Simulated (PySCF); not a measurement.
# `C1CC[NH2+]C1`: 4 charge schemes on one density

C4H10N (charge +1).
Z-matrix (Å and degrees, PBE0-D3(BJ)/def2-SVP geometry), rows numbered from 1:
```
C 
C   1  1.5258
C   2  1.5259  1  104.19
N   3  1.5248  2  104.64  1    24.37
C   4  1.5117  3  107.81  2     0.70
H   1  1.1027  2  111.35  3    77.93
H   1  1.0983  2  113.36  3  -161.03
H   2  1.0982  1  113.28  3  -121.20
H   2  1.1008  1  110.39  3   118.50
H   3  1.0977  2  113.01  1   -91.93
H   3  1.0970  2  114.45  1   143.26
H   4  1.0254  3  109.70  2  -118.94
H   4  1.0254  3  112.04  2   124.03
H   5  1.0991  1  111.70  2   -74.27
H   5  1.0977  1  116.19  2   159.84
```

Density: PBE0/pcSseg-1 (PySCF); schemes: Mulliken, IAO, Hirshfeld and ESP-fitted. The structure is a single PBE0-D3(BJ)/def2-SVP conformer in the gas phase; no vibrational or solvent corrections.

Problem. For which atoms does the sign change between the 4 schemes (beyond +0.03 e in one, beyond −0.03 e in another)?

Solution. N4 and C5. Atomic charges aren't observables, and each scheme defines them in its own way.

Problem. Which atoms carry the highest charge in the Mulliken, IAO, Hirshfeld and ESP-fitted schemes?

Solution. All schemes pick atoms of one kind: Mulliken H13 (+0.272); IAO H13 (+0.327); Hirshfeld H13 (+0.199); ESP-fitted H12 (+0.322).

Problem. Which atoms carry the lowest charge in the Mulliken, IAO, Hirshfeld and ESP-fitted schemes?

Solution. The schemes don't all agree: Mulliken N4 (-0.366); IAO C2 (-0.268); Hirshfeld C1 and C2 (-0.050); ESP-fitted N4 (-0.263).

Problem. Give the atomic charges in each scheme.

Solution. In e:

```tsv
atom	environment	Mulliken	IAO	Hirshfeld	ESP-fitted
C1	ring CH2 carbon	-0.254	-0.265	-0.050	-0.065
C2	ring CH2 carbon	-0.281	-0.268	-0.050	-0.029
C3	sp3 carbon bound to nitrogen	-0.039	-0.167	+0.027	+0.001
N4	ammonium nitrogen	-0.366	-0.206	+0.042	-0.263
C5	sp3 carbon bound to nitrogen	-0.061	-0.161	+0.025	+0.031
H6	methylene hydrogen	+0.161	+0.156	+0.061	+0.076
H7	methylene hydrogen	+0.194	+0.186	+0.082	+0.083
H8	methylene hydrogen	+0.190	+0.184	+0.079	+0.075
H9	methylene hydrogen	+0.167	+0.161	+0.063	+0.068
H10	methylene hydrogen	+0.183	+0.180	+0.080	+0.097
H11	methylene hydrogen	+0.190	+0.185	+0.083	+0.102
H12	N–H hydrogen	+0.271	+0.325	+0.196	+0.322
H13	N–H hydrogen	+0.272	+0.327	+0.199	+0.311
H14	methylene hydrogen	+0.181	+0.177	+0.079	+0.106
H15	methylene hydrogen	+0.192	+0.185	+0.085	+0.083
```

Mean size of the charges over all atoms: IAO 0.209 e, Mulliken 0.200 e, ESP-fitted 0.114 e, Hirshfeld 0.080 e. Each set sums to the total charge, 1, to within 0.001 e. The Mulliken scheme counts on each atom the diagonal of the density matrix times the overlap matrix over that atom's basis functions. The ESP scheme is a least-squares fit of atom-centred charges to the potential on four shells outside the van der Waals surface, with the total charge fixed.

Problem. How many electrons does the Hirshfeld scheme count on C2?

Solution. Z − q = 6 − (-0.050) = 6.050.

Problem. How closely do the schemes follow one another over all atoms?

Solution. Correlation coefficient and root-mean-square difference: Mulliken with IAO 0.95, 0.062 e; IAO with Hirshfeld 0.88, 0.151 e; Mulliken with ESP-fitted 0.85, 0.115 e; IAO with ESP-fitted 0.81, 0.124 e; Hirshfeld with ESP-fitted 0.79, 0.091 e; Mulliken with Hirshfeld 0.79, 0.158 e.

Problem. Sum the charges by element, for elements with more than one atom.

Solution. 
| element | atoms | Mulliken | IAO | Hirshfeld | ESP-fitted |
| --- | --- | --- | --- | --- | --- |
| C | 4 | -0.635 | -0.861 | -0.048 | -0.061 |
| H | 10 | +2.001 | +2.066 | +1.006 | +1.324 |

The run behind these numbers computed NMR shieldings as well. On one thread of an Arm Neoverse V1, no GPU, on a shared host, this took 12 s.
